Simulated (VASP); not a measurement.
```yaml
crystal:
  lattice:
    - [0.00000, 3.04584, 3.04584]
    - [3.04584, 0.00000, 3.04584]
    - [3.04584, 3.04584, 0.00000]
  atoms:
    - { symbol: Zn, position: [0.00000, 0.00000, 0.00000] }
    - { symbol: Te, position: [0.25000, 0.25000, 0.25000] }
```

Level of theory: AM05 GGA, VASP's PBE PAW potentials (set 64) (plane waves; VASP 6.6.1). Numerical set-up: 520 eV cut-off, 8×8×8 Γ-centred mesh, Gaussian smearing of 0.050 eV, potentials Zn Te.

Unless said otherwise, spin-orbit coupling is left out, though it shifts the bands of the heavy elements here.

Q: What does the run give for the energy per atom (σ→0), band gap (on the k-mesh) with the smallest direct gap where there is one?

A: 
```
Property                                             Result
-----------------------------------  ----------------------
band gap (on the k-mesh)                            1.25 eV
smallest direct gap (on the k-mesh)                 1.25 eV
energy per atom (σ→0)                -262.2 kJ/mol of atoms
```

Only differences to runs with the same potentials and settings are physical.

The compound is ZnTe in the zinc blende structure. It was relaxed first.
